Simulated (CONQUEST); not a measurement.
Hg:

```
Hg
1.0
     3.46181    0.00000    0.00000
     0.00000    5.48755    0.00000
     0.00000    0.00000    5.99603
Hg
4
Direct
  0.00000 0.25000 0.66667
  0.50000 0.25000 0.16667
  0.00000 0.75000 0.33333
  0.50000 0.75000 0.83333
```

```yaml
Program: CONQUEST 1.3
Task: single point
Functional: PBE
Potentials_or_basis: PseudoDojo NC PBE, DZP, grid cutoff 120 Ha
k_mesh: 8 × 5 × 5
Occupations: fermi-dirac, width 0.05 eV
Spin: no spin polarisation
```

On this cell: pressure 2.3 GPa; largest force under 0.003 eV/Å; band gap on the k mesh none (metal or under the smearing width).

The same run follows on a disturbed copy (atoms moved at random, drawn with an rms of 0.05 Å):

```xyz
4
Lattice="3.4618 0.0000 0.0000 0.0000 5.4875 0.0000 0.0000 0.0000 5.9960" Properties=species:S:1:pos:R:3 pbc="T T T"
Hg    0.0307    1.3259    4.0233
Hg    1.7616    1.3259    1.0253
Hg    0.0107    4.1361    2.0068
Hg    1.7416    4.1361    5.0048
```

What changes?

The energy (extrapolated to zero smearing) moves by +2.5 meV/atom; pressure 2.4 GPa; largest force 0.146 eV/Å; band gap on the k mesh none (metal or under the smearing width).

Forces on the atoms (eV/Å):
```
Hg  -0.012  0.142 -0.003
Hg  -0.012  0.142 -0.003
Hg   0.006 -0.145  0.007
Hg   0.006 -0.145  0.007
```

Stress tensor (GPa, compression positive):
```
 2.29 -0.02  0.04
-0.02  2.66 -0.01
 0.04 -0.01  2.18
```

The forces don't sum to zero, so they hold noise of the program's grid.

Caveats: the box holds several primitive cells, so bands are folded and the points are those of the box's own zone; the basis of atomic orbitals isn't converged, which shifts pressures, moduli and gaps.
